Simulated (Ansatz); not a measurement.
# Sc3Al: the cost of one run

Computed with Ansatz 0.2.0 (DFT PBE, scalar-relativistic, plane waves, PAW, unless a step's input says otherwise).

**1. The structure to begin with**

It takes space group P4/mmm (No. 123, tetragonal). The conventional cell has a = 2.928 Å, b = 2.928 Å, c = 8.281 Å, α = 90.00°, β = 90.00°, γ = 90.00°. Sc (site symmetry 4/mmm) is surrounded by 12 Sc at 2.93 Å. Around Sc (site symmetry 4mm) lie 8 Sc at 2.93 Å and 4 Al at 2.93 Å. Al (site symmetry 4/mmm) has 4 Al at 2.93 Å and 8 Sc at 2.93 Å as nearest neighbours.

Coordinates:

```cif
data_structure
_symmetry_space_group_name_H-M 'P4/mmm'
_symmetry_Int_Tables_number 123
_cell_length_a 2.9278
_cell_length_b 2.9278
_cell_length_c 8.2809
_cell_angle_alpha 90.000
_cell_angle_beta 90.000
_cell_angle_gamma 90.000
_cell_volume 70.98
loop_
_atom_site_label
_atom_site_type_symbol
_atom_site_symmetry_multiplicity
_atom_site_Wyckoff_symbol
_atom_site_fract_x
_atom_site_fract_y
_atom_site_fract_z
_atom_site_occupancy
Sc1 Sc 1 a 0.00000 0.00000 0.00000 1
Sc2 Sc 2 h 0.50000 0.50000 0.25000 1
Al1 Al 1 b 0.00000 0.00000 0.50000 1
```

The start is an ordering of an alloy on its end members' structure types: elements ordered on the sites of the Zr type, Al/Sc on Zr (P4/mmm, No. 123).

**2. The guess as it stands, on a coarse mesh**

input.yaml

```yaml
crystal:
  lattice:
    - [2.92775168, 0.0, 0.0]
    - [0.0, 2.92775168, 0.0]
    - [0.0, 0.0, 8.28093227]
  atoms:
    - { symbol: Sc, position: [0.0, 0.0, 0.0] }
    - { symbol: Sc, position: [0.5, 0.5, 0.25] }
    - { symbol: Sc, position: [0.5, 0.5, 0.75] }
    - { symbol: Al, position: [0.0, 0.0, 0.5] }
basis:
  ecutwfc: 420
kpoints:
  mp_grid: { grid: [6, 6, 2] }
hamiltonian:
  xc: pbe
scf:
  occupations: { method: gaussian, width: 0.1 }
  lower_state_search: "off"
output:
  forces: true
  stress: true
  eigenvalues: true
```

Run with:

```
> ansatz run input.yaml --threads 1 --pin off --max-ram 2560MiB --backend cpu --events-out ev --progress --plain --runs-dir out
```

**Question.** How long does this run take on 1 thread of AMD EPYC 7R43 (Zen 3), shared host, and how much memory does it need?

About 1.4 s, with a peak of 0.38 GiB.
